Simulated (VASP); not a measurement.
Write the native input for VASP 6.6.1 that does the following.

```yaml
Task: single point
Functional: r2SCAN
Potentials_or_basis: VASP PAW PBE potentials, release 64 (Ru_pv)
Cutoff: 520 eV
k_mesh: 26 × 26 × 26
Occupations: gaussian, width 0.1 eV
Spin: no spin polarisation
Dipole_correction: no
Further_INCAR_settings: ALGO = Normal; EDIFF = 1e-07; NBANDS = 13
```

Ru:

```
CELL_PARAMETERS angstrom
-1.51573 1.51573 1.51573
1.51573 -1.51573 1.51573
1.51573 1.51573 -1.51573
ATOMIC_POSITIONS crystal
Ru 0.00000 0.00000 0.00000
```

The cell was built by a generator and needn't be a form met in nature.

The input as run:

POSCAR

```
Ru
1.0
   -1.5157292505      1.5157292505      1.5157292505
    1.5157292505     -1.5157292505      1.5157292505
    1.5157292505      1.5157292505     -1.5157292505
Ru
1
Direct
    0.0000000000      0.0000000000      0.0000000000
```

INCAR.step1

```
SYSTEM = Ru
PREC = Accurate ; ENCUT = 520
ISMEAR = 0 ; SIGMA = 0.1
LREAL = .False. ; LASPH = .True.
NELM = 100 ; NBANDS = 13
GGA = PE ; ALGO = Normal
EDIFF = 1E-4 ; LWAVE = .True.
LCHARG = .False.
```

INCAR.step2

```
SYSTEM = Ru
PREC = Accurate ; ENCUT = 520
EDIFF = 1E-7 ; ISMEAR = 0
SIGMA = 0.1 ; LREAL = .False.
LASPH = .True. ; NELM = 100
ALGO = Normal ; ISIF = 2
LWAVE = .False. ; LCHARG = .True.
METAGGA = R2SCAN ; LMIXTAU = .True.
LELF = .True. ; LVHAR = .True.
NBANDS = 13 ; ISTART = 1
```

KPOINTS

```
regular mesh
0
Gamma
  26 26 26
  0 0 0
```

Potentials or basis: VASP PAW PBE potentials, release 64 (Ru_pv).

Launch:

```console
$ cat potpaw_PBE.64/Ru_pv/POTCAR > POTCAR
$ cp INCAR.step1 INCAR
$ mpirun -np 1 vasp_std > vasp.out
$ cp INCAR.step2 INCAR
$ mpirun -np 1 vasp_std > vasp.out
```

Results of the run:

* Pressure: 1.4 GPa
* Band gap on the k mesh: none (metal or under the smearing width)

Caveat: the PAW data sets were made with another functional, which shifts forces and pressure a little.

Wall time 3.3 min on 1 thread of Intel(R) Xeon(R) Platinum 8488C (Sapphire Rapids), with other jobs on the host, peak memory 0.19 GiB.
